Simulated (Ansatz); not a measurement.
Runs of Ansatz 0.2.0 on LiF (Griceite). It takes space group Fm-3m (No. 225, cubic). The conventional cell has a = 4.028 Å, b = 4.028 Å, c = 4.028 Å, α = 90.00°, β = 90.00°, γ = 90.00°. F (site symmetry m-3m) is surrounded by 6 Li at 2.01 Å. Li (site symmetry m-3m) has 6 F at 2.01 Å as nearest neighbours. 

```csv
task,level,potentials or basis,cell,k mesh,cutoff (eV),smearing,basis error allowed,mesh quality,gap on the mesh (eV),pressure (GPa),V0 of scaled cells (Å³/atom),B0 (GPa)
band structure,PBEsol,"all-electron LAPW, scalar-relativistic",as given,11 × 11 × 11,287,fermi-dirac 0.05 eV,0.001 eV/atom,not flagged,8.90,-1.2,-,-
single point,HSE03,all-electron PAW datasets made for the crystal,as given,6 × 6 × 6,430,fermi-dirac 0.1 eV,-,coarse,(a),-,-,-
relaxation of cell and atoms,PBEsol+D3(BJ),"all-electron LAPW, scalar-relativistic",relaxed,11 × 11 × 11,-,gaussian 0.01 eV,0.001 eV/atom,not flagged,9.42,0.0,-,-
single point,PBE0,all-electron PAW datasets made for the crystal,as given,8 × 8 × 8,430,fermi-dirac 0.05 eV,-,not flagged,12.13,-,-,-
equation of state,PBE,"all-electron LAPW, scalar-relativistic",as given,11 × 11 × 11,-,fermi-dirac 0.05 eV,0.0005 eV/atom,not flagged,-,-,8.40,67
single point,HSE06,all-electron PAW datasets made for the crystal,as given,8 × 8 × 8,430,fermi-dirac 0.05 eV,-,not flagged,11.37,-,-,-
equation of state,PBEsol,"all-electron LAPW, scalar-relativistic",as given,11 × 11 × 11,-,fermi-dirac 0.05 eV,0.001 eV/atom,not flagged,-,-,8.03,(b)
single point,PBE,"all-electron LAPW, scalar-relativistic",as given,6 × 6 × 6,239,fermi-dirac 0.03 eV,0.004 eV/atom,coarse,9.07,2.0,-,-
single point,PBE,"all-electron LAPW, scalar-relativistic",as given,11 × 11 × 11,288,gaussian 0.05 eV,0.001 eV/atom,not flagged,9.07,2.0,-,-
single point,RPBE,"all-electron LAPW, scalar-relativistic",as given,11 × 11 × 11,289,gaussian 0.1 eV,0.001 eV/atom,not flagged,9.31,6.5,-,-
Born charges and dielectric tensor,PBEsol+D4,all-electron PAW datasets made for the crystal,as given,11 × 11 × 11,430,fixed,-,not flagged,8.90,-,-,-
band structure,PBEsol,"all-electron LAPW, non-relativistic",as given,11 × 11 × 11,287,fermi-dirac 0.05 eV,0.001 eV/atom,not flagged,8.94,-1.2,-,-
```

Alike in all rows: no spin polarisation.

Task: Fill in the values left out.

Result: (a) 11.08; (b) 73.

Caveats: some runs use coarse meshes; an odd mesh through Γ misses points on the zone boundary, where band edges often lie (some runs); the program warned that the printed levels may be off, so bands, gaps and densities of states are rough (some runs).

Not every run made on this cell is shown here.
